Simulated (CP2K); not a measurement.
# Ge (Fd-3m) in CP2K: further runs, part 2 of 2

CP2K 2026.2. Earlier steps stand in the parts before.

## 4. Band structure, r2SCAN

ge_bands.inp

```
&GLOBAL
  PROJECT ge_bands
  RUN_TYPE ENERGY_FORCE
  PRINT_LEVEL LOW
&END GLOBAL
&FORCE_EVAL
  METHOD QS
  STRESS_TENSOR ANALYTICAL
  &DFT
    BASIS_SET_FILE_NAME BASIS_MOLOPT_UZH
    POTENTIAL_FILE_NAME POTENTIAL_UZH
    &MGRID
      CUTOFF 675
      REL_CUTOFF 60
      NGRIDS 4
    &END MGRID
    &QS
      METHOD GPW
      EPS_DEFAULT 1.0E-9
    &END QS
    &KPOINTS
      SCHEME MONKHORST-PACK 8 8 8
      GAMMA_CENTERED T
      SYMMETRY T
      SYMMETRY_BACKEND SPGLIB
    &END KPOINTS
    &SCF
      SCF_GUESS ATOMIC
      EPS_SCF 1.0E-6
      MAX_SCF 100
      ADDED_MOS 10
      CHOLESKY OFF
      EPS_EIGVAL 1.0E-7
      &DIAGONALIZATION ON
        ALGORITHM STANDARD
      &END DIAGONALIZATION
      &MIXING ON
        METHOD BROYDEN_MIXING
        ALPHA 0.4
        BETA 1.5
        NBUFFER 8
      &END MIXING
      &SMEAR ON
        METHOD FERMI_DIRAC
        ELECTRONIC_TEMPERATURE 116.05
      &END SMEAR
    &END SCF
    &XC
      &XC_FUNCTIONAL
        &MGGA_X_R2SCAN
        &END MGGA_X_R2SCAN
        &MGGA_C_R2SCAN
        &END MGGA_C_R2SCAN
      &END XC_FUNCTIONAL
    &END XC
    &PRINT
      &KPOINTS ON
      &END KPOINTS
      &MULLIKEN ON
      &END MULLIKEN
      &MO ON
        ENERGIES T
        OCCUPATION_NUMBERS T
        &EACH
          QS_SCF 0
        &END EACH
        ADD_LAST NUMERIC
      &END MO
      &BAND_STRUCTURE
        FILE_NAME bands.bs
        ADDED_MOS 4
        &KPOINT_SET
          UNITS B_VECTOR
          NPOINTS 8
          SPECIAL_POINT GAMMA 0.00000000 0.00000000 0.00000000
          SPECIAL_POINT X 0.50000000 0.00000000 0.50000000
          SPECIAL_POINT W 0.50000000 0.25000000 0.75000000
          SPECIAL_POINT K 0.37500000 0.37500000 0.75000000
          SPECIAL_POINT GAMMA 0.00000000 0.00000000 0.00000000
          SPECIAL_POINT L 0.50000000 0.50000000 0.50000000
          SPECIAL_POINT U 0.62500000 0.25000000 0.62500000
          SPECIAL_POINT W 0.50000000 0.25000000 0.75000000
          SPECIAL_POINT L 0.50000000 0.50000000 0.50000000
          SPECIAL_POINT K 0.37500000 0.37500000 0.75000000
        &END KPOINT_SET
        &KPOINT_SET
          UNITS B_VECTOR
          NPOINTS 8
          SPECIAL_POINT U 0.62500000 0.25000000 0.62500000
          SPECIAL_POINT X 0.50000000 0.00000000 0.50000000
        &END KPOINT_SET
      &END BAND_STRUCTURE
    &END PRINT
  &END DFT
  &SUBSYS
    &CELL
      A 4.0006828887 0.0000000000 0.0000000000
      B 2.0003414444 3.4646930141 0.0000000000
      C 2.0003414444 1.1548976714 3.2665439000
      PERIODIC XYZ
    &END CELL
    &COORD
      SCALED
      Ge  0.7500000000 0.7500000000 0.7500000000
      Ge  0.5000000000 0.5000000000 0.5000000000
    &END COORD
    &KIND Ge
      BASIS_SET TZVP-MOLOPT-SCAN-GTH-q4
      POTENTIAL GTH-SCAN-q4
    &END KIND
    &PRINT
      &ATOMIC_COORDINATES ON
      &END ATOMIC_COORDINATES
      &CELL ON
      &END CELL
      &SYMMETRY ON
      &END SYMMETRY
    &END PRINT
  &END SUBSYS
  &PRINT
    &FORCES ON
    &END FORCES
    &STRESS_TENSOR ON
    &END STRESS_TENSOR
  &END PRINT
&END FORCE_EVAL
```

Potentials or basis: POTENTIAL_UZH Ge GTH-SCAN-q4; TZVP-MOLOPT-SCAN-GTH basis.

On the command line:

```
OMP_NUM_THREADS=1 cp2k.psmp -i ge_bands.inp -o ge_bands.out
```

ge_bands.out:

```text

 CP2K| version string:                                       CP2K version 2026.2
 CP2K| Input file name                                              ge_bands.inp

 GLOBAL| Force Environment number                                              1
 GLOBAL| Basis set file name                                    BASIS_MOLOPT_UZH
 GLOBAL| Potential file name                                       POTENTIAL_UZH
 GLOBAL| MM Potential file name                                     MM_POTENTIAL
 GLOBAL| Coordinate file name                                      __STD_INPUT__
 GLOBAL| Method name                                                        CP2K
 GLOBAL| Project name                                                   ge_bands
 GLOBAL| Run type                                                   ENERGY_FORCE
 GLOBAL| FFT library                                                       FFTW3
[... 8 lines left out ...]
 GLOBAL| CPU model name                                                  UNKNOWN

 CELL| Volume [angstrom^3]:                                            45.278016
 CELL| Vector a [angstrom]:       4.001     0.000     0.000   |a| =     4.000683
 CELL| Vector b [angstrom]:       2.000     3.465     0.000   |b| =     4.000683
 CELL| Vector c [angstrom]:       2.000     1.155     3.267   |c| =     4.000683
 CELL| Angle (b,c), alpha [degree]:                                    60.000000
 CELL| Angle (a,c), beta  [degree]:                                    60.000000
 CELL| Angle (a,b), gamma [degree]:                                    60.000000
 CELL| Numerically orthorhombic:                                              NO
 CELL| Periodicity                                                           XYZ

[... 461 lines left out ...]

 KPOINTS| Band Structure Calculation
 KPOINTS| Number of k-point sets                                               2
 KPOINTS| Number of added MOs/bands                                            4
 KPOINTS| Number of k-points in set    1                                      73
 KPOINTS| In units of b-vector [2pi/Bohr]
 KPOINTS| Special point     1       GAMMA     0.000000     0.000000     0.000000
 KPOINTS| Special point     2           X     0.500000     0.000000     0.500000
 KPOINTS| Special point     3           W     0.500000     0.250000     0.750000
 KPOINTS| Special point     4           K     0.375000     0.375000     0.750000
 KPOINTS| Special point     5       GAMMA     0.000000     0.000000     0.000000
 KPOINTS| Special point     6           L     0.500000     0.500000     0.500000
 KPOINTS| Special point     7           U     0.625000     0.250000     0.625000
 KPOINTS| Special point     8           W     0.500000     0.250000     0.750000
 KPOINTS| Special point     9           L     0.500000     0.500000     0.500000
 KPOINTS| Special point    10           K     0.375000     0.375000     0.750000
 KPOINTS| Number of k-points in set    2                                       9
 KPOINTS| In units of b-vector [2pi/Bohr]
 KPOINTS| Special point     1           U     0.625000     0.250000     0.625000
 KPOINTS| Special point     2           X     0.500000     0.000000     0.500000

 ENERGY| Total FORCE_EVAL ( QS ) energy [hartree]             -7.936979454114172

 FORCES| Atomic forces [hartree/bohr]
 FORCES|   Atom     x               y               z               |f|
 FORCES|      1  1.83113910E-09  2.20252197E-08  7.99279632E-08   8.29273337E-08
 FORCES|      2 -1.83119343E-09 -2.20252454E-08 -7.99279812E-08   8.29273591E-08
 FORCES| Sum    -5.43275503E-14 -2.57065166E-14 -1.80046854E-14
 FORCES| Total atomic force                                       6.27413453E-14

 STRESS| Analytical stress tensor [bar]
 STRESS|                        x                   y                   z
 STRESS|      x       -2.99470983355E+04   5.03093470215E-03   9.45169336952E-03
 STRESS|      y        5.03093470215E-03  -2.99463276111E+04  -4.04582855285E-02
 STRESS|      z        9.45169336952E-03  -4.04582855285E-02  -2.99460994234E+04
 STRESS| 1/3 Trace                                            -2.99465084566E+04
 STRESS| Determinant                                          -2.68558301927E+13

 STRESS| Eigenvectors and eigenvalues of the analytical stress tensor [bar]
 STRESS|                        1                   2                   3
 STRESS| Eigenvalues  -2.99470984630E+04  -2.99463345158E+04  -2.99460923912E+04
 STRESS|      x           0.999927751037      0.008585737485      0.008412955421
 STRESS|      y          -0.007037461919      0.985533946438     -0.169331965521
 STRESS|      z          -0.009745092961      0.169260525609      0.985523164433
```

It took 27 s on 1 thread of Arm Neoverse V1, shared host; peak memory 0.33 GiB.

Results:

```
Free energy             : -215.9762 eV
Pressure                : -3.0 GPa
Band gap on the k mesh  : 0.48 eV, direct
Band gap along the path : 0.48 eV, direct
```

Levels at the corners of the path, in eV from the valence-band top:
```
point  band 1  band 2  band 3  band 4  band 5  band 6  band 7  band 8
    Γ  -13.02    0.00    0.00    0.00    0.48    2.74    2.74    2.74
    X   -9.06   -9.06   -3.06   -3.06    0.98    0.98   10.11   10.11
    W   -8.96   -8.96   -3.90   -3.90    4.75    4.75    5.08    5.08
    K   -9.55   -8.45   -4.33   -2.62    1.41    4.48    7.84    7.84
    Γ  -13.02    0.00    0.00    0.00    0.48    2.74    2.74    2.74
    L  -10.92   -7.69   -1.39   -1.39    0.49    3.97    3.97    9.05
    U   -9.55   -8.45   -4.33   -2.62    1.41    4.48    7.84    7.84
    W   -8.96   -8.96   -3.90   -3.90    4.75    4.75    5.08    5.08
    L  -10.92   -7.69   -1.39   -1.39    0.49    3.97    3.97    9.05
    K   -9.55   -8.45   -4.33   -2.62    1.41    4.48    7.84    7.84
    U   -9.55   -8.45   -4.33   -2.62    1.41    4.48    7.84    7.84
    X   -9.06   -9.06   -3.06   -3.06    0.98    0.98   10.11   10.11
```

Caveat: the basis of atomic orbitals isn't converged, which shifts pressures, moduli and gaps.

## 5. Band structure, PBE

Changes to ge_bands.inp since step 4:

```diff
@@ -12,5 +12,5 @@
     &MGRID
-      CUTOFF 675
+      CUTOFF 450
       REL_CUTOFF 60
-      NGRIDS 4
+      NGRIDS 5
     &END MGRID
@@ -44,3 +44,3 @@
         METHOD FERMI_DIRAC
-        ELECTRONIC_TEMPERATURE 116.05
+        ELECTRONIC_TEMPERATURE [K] 116.045
       &END SMEAR
@@ -48,7 +48,3 @@
     &XC
-      &XC_FUNCTIONAL
-        &MGGA_X_R2SCAN
-        &END MGGA_X_R2SCAN
-        &MGGA_C_R2SCAN
-        &END MGGA_C_R2SCAN
+      &XC_FUNCTIONAL PBE
       &END XC_FUNCTIONAL
@@ -107,4 +103,4 @@
     &KIND Ge
-      BASIS_SET TZVP-MOLOPT-SCAN-GTH-q4
-      POTENTIAL GTH-SCAN-q4
+      BASIS_SET TZVP-MOLOPT-PBE-GTH-q4
+      POTENTIAL GTH-PBE-q4
     &END KIND
@@ -115,4 +111,2 @@
       &END CELL
-      &SYMMETRY ON
-      &END SYMMETRY
     &END PRINT
```

Potentials or basis: POTENTIAL_UZH Ge GTH-PBE-q4; TZVP-MOLOPT-PBE-GTH basis.

On the command line:

```
OMP_NUM_THREADS=1 cp2k.psmp -i ge_bands.inp -o ge_bands.out
```

Wall time 11 s (1 thread of Arm Neoverse V1, shared host); peak memory 0.25 GiB.

It converged, with:

| Item | Value |
| --- | --- |
| Free energy | -213.8815 eV |
| Pressure | 3.9 GPa |
| Band gap on the k mesh | 0.04 eV, direct |
| Band gap along the path | 0.04 eV, direct |

Levels at the corners of the path, in eV from the valence-band top:
| point | band 2 | band 3 | band 4 | band 5 | band 6 | band 7 |
| --- | --- | --- | --- | --- | --- | --- |
| Γ | 0.00 | 0.00 | 0.00 | 0.04 | 2.60 | 2.60 |
| X | -8.90 | -3.06 | -3.06 | 0.73 | 0.73 | 9.80 |
| W | -8.80 | -3.91 | -3.91 | 4.42 | 4.42 | 4.85 |
| K | -8.31 | -4.34 | -2.62 | 1.16 | 4.18 | 7.49 |
| Γ | 0.00 | 0.00 | 0.00 | 0.04 | 2.60 | 2.60 |
| L | -7.61 | -1.39 | -1.39 | 0.18 | 3.81 | 3.81 |
| U | -8.31 | -4.34 | -2.62 | 1.16 | 4.18 | 7.49 |
| W | -8.80 | -3.91 | -3.91 | 4.42 | 4.42 | 4.85 |
| L | -7.61 | -1.39 | -1.39 | 0.18 | 3.81 | 3.81 |
| K | -8.31 | -4.34 | -2.62 | 1.16 | 4.18 | 7.49 |
| U | -8.31 | -4.34 | -2.62 | 1.16 | 4.18 | 7.49 |
| X | -8.90 | -3.06 | -3.06 | 0.73 | 0.73 | 9.80 |

Caveat: the basis of atomic orbitals isn't converged, which shifts pressures, moduli and gaps.

## 6. The runs side by side

| level | potentials or basis | smearing | EPS_DEFAULT | NGRIDS | basis sets | potentials | points a segment of the path (NPOINTS) | gap on the mesh (eV) | pressure (GPa) |
| --- | --- | --- | --- | --- | --- | --- | --- | --- | --- |
| PBEsol | POTENTIAL_UZH Ge GTH-PBE-q4; TZVP-MOLOPT-PBE-GTH basis | fermi-dirac 0.05 eV | 1.0E-9 | 4 | Ge TZVP-MOLOPT-PBE-GTH-q4 | Ge GTH-PBE-q4 of POTENTIAL_UZH | 10 | 0.05 | 3.4 |
| LDA | GTH_POTENTIALS Ge GTH-PADE-q4; TZVP-MOLOPT-PBE-GTH basis | fermi-dirac 0.0259 eV | 1.0E-10 | 5 | Ge TZVP-MOLOPT-PBE-GTH-q4 | Ge GTH-PADE-q4 of GTH_POTENTIALS | 6 | none | -2.7 |
| r2SCAN | POTENTIAL_UZH Ge GTH-SCAN-q4; TZVP-MOLOPT-SCAN-GTH basis | fermi-dirac 0.01 eV | 1.0E-9 | 4 | Ge TZVP-MOLOPT-SCAN-GTH-q4 | Ge GTH-SCAN-q4 of POTENTIAL_UZH | 8 | 0.48 | -3.0 |
| PBE | POTENTIAL_UZH Ge GTH-PBE-q4; TZVP-MOLOPT-PBE-GTH basis | fermi-dirac 0.01 eV | 1.0E-9 | 5 | Ge TZVP-MOLOPT-PBE-GTH-q4 | Ge GTH-PBE-q4 of POTENTIAL_UZH | 8 | 0.04 | 3.9 |

Alike in all rows: task band structure; no spin polarisation; cell as given; k mesh 8 × 8 × 8.

Caveats: the basis of atomic orbitals isn't converged, which shifts pressures, moduli and gaps; the potentials were made for another functional, which shifts forces and pressure (some runs).

Absolute energies hang on the potentials; compare differences alone.

## 7. Against experiment

Step 2. Against the measured gap of Ge, 0.666 eV (indirect; 293 K; “Electronic and optical properties of SixGe1-x-ySny alloys lattice-matched to Ge”, 2021, arxiv:2109.02782), the calculated 0.05 eV is off by -0.62 eV. 3 values of this kind are on record (0.666 to 0.807 eV); this one was drawn at random among those near their median. Spin-orbit coupling on Ge is left out. The value is that of PBEsol in an atomic basis (POTENTIAL_UZH Ge GTH-PBE-q4; TZVP-MOLOPT-PBE-GTH basis), whose error adds to the functional's,, without temperature or zero-point motion. Semilocal functionals fall short of measured gaps as a rule.

Step 3. Measured gap of Ge: 0.807 eV (direct; 300 K; “Electronic and optical properties of SixGe1-x-ySny alloys lattice-matched to Ge”, 2021, arxiv:2109.02782). This calculation gives 0.00 eV (-0.81 eV). 3 values of this kind are on record (0.666 to 0.807 eV); this one was drawn at random among those near their median. Spin-orbit coupling on Ge is left out. The value is that of LDA in an atomic basis (GTH_POTENTIALS Ge GTH-PADE-q4; TZVP-MOLOPT-PBE-GTH basis), whose error adds to the functional's, on a finite k mesh, which can miss the band edges, without temperature or zero-point motion. Semilocal functionals fall short of measured gaps as a rule.

Step 4. A measured gap of Ge is 0.744 eV (indirect; 0 K; “Temperature-dependent photoluminescence in Ge: experiment and theory”, 2020, arxiv:2003.00143); the calculated 0.48 eV misses it by -0.27 eV. 3 values of this kind are on record (0.666 to 0.807 eV); this one was drawn at random among those near their median. Spin-orbit coupling on Ge is left out. The value is that of r2SCAN in an atomic basis (POTENTIAL_UZH Ge GTH-SCAN-q4; TZVP-MOLOPT-SCAN-GTH basis), whose error adds to the functional's,, without temperature or zero-point motion.

Step 5. Measured gap of Ge: 0.666 eV (indirect; 293 K; “Electronic and optical properties of SixGe1-x-ySny alloys lattice-matched to Ge”, 2021, arxiv:2109.02782). This calculation gives 0.04 eV (-0.63 eV). 3 values of this kind are on record (0.666 to 0.807 eV); this one was drawn at random among those near their median. Spin-orbit coupling on Ge is left out. The value is that of PBE in an atomic basis (POTENTIAL_UZH Ge GTH-PBE-q4; TZVP-MOLOPT-PBE-GTH basis), whose error adds to the functional's,, without temperature or zero-point motion. Semilocal functionals fall short of measured gaps as a rule.
